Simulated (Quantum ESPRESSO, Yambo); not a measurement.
# P (puckered monolayer): changed settings of a GW run in Yambo

Aim: change inputs of a GW run on P (puckered monolayer) and see what moves.

Method: PBE and many-body steps on it, plane waves, in Yambo 5.3.0.

This is a report of a sequence of runs, with most program output left out.

**1. The structure**

The cell holds 4 atoms: 4 P. Its edges and angles: a = 4.627 Å, b = 3.304 Å, c = 14.000 Å, α = 90.0°, β = 90.0°, γ = 90.0°. Vacuum lies along c.

As a file:

```
P
1.0
     4.62716    0.00000    0.00000
     0.00000    3.30435    0.00000
     0.00000    0.00000   14.00000
P
4
Direct
  0.08877 0.00000 0.57527
  0.41123 0.50000 0.57527
  0.58877 0.50000 0.42473
  0.91123 0.00000 0.42473
```

The structure was relaxed with PBE. The runs that relaxed it are not among those shown.

**2. Base**

This step: Yambo 5.3.0; G0W0 on PBE, plane waves, norm-conserving pseudopotentials.

G0W0 replaces the xc potential by the self-energy, built once from these orbitals. Only a window of levels is corrected, while the sums run over the empty bands that the input names.

gw2.in

```
HF_and_locXC
gw0
dyson
ppa
em1d
rim_cut
rim_w
RandQpts= 3000000
RandGvec= 100 RL
CUTGeo= "slab z"
RandGvecW= 9 RL
EXXRLvcs= 36 Ry
VXCRLvcs= 144 Ry
Chimod= "HARTREE"
% BndsRnXp
 1 | 202 |
%
NGsBlkXp= 10.5 Ry
% LongDrXp
 1 | 1 | 0 |
%
% GbndRnge
 1 | 202 |
%
DysSolver= "n"
ExtendOut
PPAPntXp= 27.21138 eV
% QPkrange
 1 | 1 | 9 | 12 |
%
```

On the command line:

```sh
> OMP_NUM_THREADS=1 mpirun -n 8 yambo -F gw2.in -J gw2 -C gw2 > gw2.log
```

Wall time 13 min (8 MPI ranks of Arm Neoverse V1, shared host); peak memory 6.1 GiB.

Numbers from this step:

```
G0W0 gap on the points computed              : 2.016 eV
starting gap on the mesh                     : 0.9076 eV
k of the valence top                         : 0, 0, 0
k of the conduction bottom                   : 0, 0, 0
least direct G0W0 gap on the computed points : 2.016 eV
Z at the valence top                         : 0.7340
Z at the conduction bottom                   : 0.7454
```

The gap on the mesh goes from 0.91 eV to 2.02 eV, a correction of +1.11 eV.

**3. Core charge in Vxc**

gw6.in, as its differences from gw2.in of step 2:

```diff
@@ -30 +30,2 @@
 %
+UseNLCC
```

On the command line:

```sh
> OMP_NUM_THREADS=1 mpirun -n 8 yambo -F gw6.in -J gw6,gw2_W -C gw6 > gw6.log
```

Elapsed: 1.7 min, on 8 MPI ranks; peak memory 5.9 GiB.

Numbers from this step:

| Item | Value |
| --- | --- |
| G0W0 gap on the points computed | 1.985 eV |
| starting gap on the mesh | 0.9076 eV |
| k of the valence top | 0, 0, 0 |
| k of the conduction bottom | 0, 0, 0 |
| least direct G0W0 gap on the computed points | 1.985 eV |
| Z at the valence top | 0.7340 |
| Z at the conduction bottom | 0.7454 |

Against G0W0 in Yambo (6×8×1 mesh, 202 bands, screening to 142.9 eV, Godby-Needs plasmon pole), the gap moves by −0.032 eV.

**4. Pole fitted at another frequency**

gw7.in, as its differences from gw6.in of step 3:

```diff
@@ -26,3 +26,3 @@
 ExtendOut
-PPAPntXp= 27.21138 eV
+PPAPntXp= 10 eV
 % QPkrange
@@ -30,2 +30 @@
 %
-UseNLCC
```

On the command line:

```sh
> OMP_NUM_THREADS=1 mpirun -n 8 yambo -F gw7.in -J gw7 -C gw7 > gw7.log
```

The job ended after 12 min (8 MPI ranks; peak memory 6.1 GiB).

Numbers from this step:

* G0W0 gap on the points computed: 1.980 eV
* starting gap on the mesh: 0.9076 eV
* k of the valence top: 0, 0, 0
* k of the conduction bottom: 0, 0, 0
* least direct G0W0 gap on the computed points: 1.980 eV

Against G0W0 in Yambo (6×8×1 mesh, 202 bands, screening to 142.9 eV, Godby-Needs plasmon pole), the gap moves by −0.036 eV.

**5. Zero field direction**

gw8.in, as its differences from gw7.in of step 4:

```diff
@@ -19,3 +19,3 @@
 % LongDrXp
- 1 | 1 | 0 |
+ 0 | 0 | 0 |
 %
@@ -26,3 +26,3 @@
 ExtendOut
-PPAPntXp= 10 eV
+PPAPntXp= 27.21138 eV
 % QPkrange
```

On the command line:

```sh
> OMP_NUM_THREADS=1 mpirun -n 8 yambo -F gw8.in -J gw8 -C gw8 > gw8.log
```

Wall time 51 s (8 MPI ranks); peak memory 6 GiB.

The run stopped with an error after 51 s.

The program's words: [ERROR] STOP signal received while in[07] Dynamic Dielectric Matrix (PPA) [ERROR] LINEAR ALGEBRA driver [PARALLEL_lin_system]performing P(Z/C)GESV

The fault put into this input: zero field direction.

**6. The runs together**

Times are wall times on 8 MPI ranks of Arm Neoverse V1, shared host, good to a factor of about two.

```
                             run   mesh  bands  screening cutoff (eV)  DFT gap (eV)  gap on the mesh (eV)  direct (eV)     time
                            base  6×8×1    202                  142.9         0.908                 2.016        2.016   13 min
              core charge in Vxc  6×8×1    202                  142.9         0.908                 1.985        1.985  1.7 min
pole fitted at another frequency  6×8×1    202                  142.9         0.908                 1.980        1.980   12 min
```

**7. Results**

```yaml
base: 2.016 eV
core_charge_in_vxc: 1.985 eV
pole_fitted_at_another_frequency: 1.980 eV
known_limits: not at the basis limit
```

Core charge in Vxc: −0.032 eV against base (keys changed: UseNLCC). Pole fitted at another frequency: −0.036 eV against base (keys changed: PPAPntXp). Bands and cutoff are finite, so the gap is not at the basis limit. The miss can reach some tenths of an eV and take either sign; the mesh is an error of its own. In the G0W0 runs levels were corrected at 1 k point alone, so a gap called «on the mesh» is the least over those, and an edge elsewhere would be missed.

[Paths, hosts, dates, memory and timing lines, banners, echoed tables and standing remarks are left out of the program output.]

[Logs are printed without paths, hosts, clocks, repeated set-up lines and the standing remarks that a program may print on its own settings, such as how far it seeks lower states.]

[Runs of the session that timed out or met a known fault of the program may be left out.]

[Hosts, paths, dates, database ids (printed as entryN), source tags and the programs' standing remarks are cut or masked in the printed files.]
